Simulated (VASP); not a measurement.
AlN, 4 atoms in the cell. It takes space group P6_3/mmc (No. 194, hexagonal). The conventional cell has a = 3.357 Å, b = 3.357 Å, c = 4.075 Å, α = 90.00°, β = 90.00°, γ = 120.00°. Around Al (site symmetry -6m2) lie 5 N at 1.94 to 2.04 Å. Around N (site symmetry -6m2) lie 5 Al at 1.94 to 2.04 Å. Measurements of this composition are mostly on another form, of space group No. 186.

```yaml
Program: VASP 6.6.1
Task: single point
Functional: LDA
Potentials_or_basis: VASP PAW LDA potentials, release 64 (Al, N)
Cutoff: 520 eV
k_mesh: 12 × 12 × 6
Occupations: fermi-dirac, width 0.2 eV
Spin: no spin polarisation
Dipole_correction: no
Further_INCAR_settings: ALGO = Normal; EDIFF = 1e-06; NBANDS = 16
```

Potentials or basis: VASP PAW LDA potentials, release 64 (Al, N).

Run with:

```bash
$ cat potpaw_LDA.64/Al/POTCAR potpaw_LDA.64/N/POTCAR > POTCAR
$ mpirun -np 1 vasp_std > vasp.out
```

Hardware: 1 thread of Intel(R) Xeon(R) Platinum 8259CL CPU @ 2.50GHz (Skylake/Cascade Lake), with other jobs on the host.

Q: How long does it take, and how much memory?

A: It took 35 s on 1 thread of Intel(R) Xeon(R) Platinum 8259CL CPU @ 2.50GHz (Skylake/Cascade Lake), on a shared host, peak memory 0.16 GiB. Counts: scf iterations 13, k points 76.
